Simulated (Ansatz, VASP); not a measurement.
# One calculation of GaAs, two programs

```
Ga As
1.0
     0.00000    2.82976    2.82976
     2.82976    0.00000    2.82976
     2.82976    2.82976    0.00000
Ga As
1 1
Direct
  0.00000 0.00000 0.00000
  0.75000 0.75000 0.75000
```

Alike in both runs: functional PBEsol; k mesh 10 × 10 × 10; occupations gaussian, width 0.01 eV; no spin polarisation.

Ansatz relaxed the structure, and its values are those at the end. VASP's run is a single point on that final structure, the one shown.

```csv
,VASP,Ansatz
version,VASP 6.6.1,Ansatz 0.2.0
potentials or method,"VASP PAW PBE potentials, release 64 (Ga_d, As)","scalar-relativistic, plane waves, PAW"
plane-wave cutoff (eV),520,420
valence electrons in the cell,18,28
```

```csv
,VASP,Ansatz,Ansatz less VASP
gap on the k mesh at the Fermi level (eV),0.43,0.42,-0.011
least direct gap on the mesh (eV),0.43,0.42,-0.011
pressure (GPa),0.1,0.0,-0.14
```

The two sets of potentials don't hold the same shells in valence. Ansatz warned: «pseudo_functional_mismatch».

Caveats: the PAW data sets were made with another functional, which shifts forces and pressure a little (VASP).
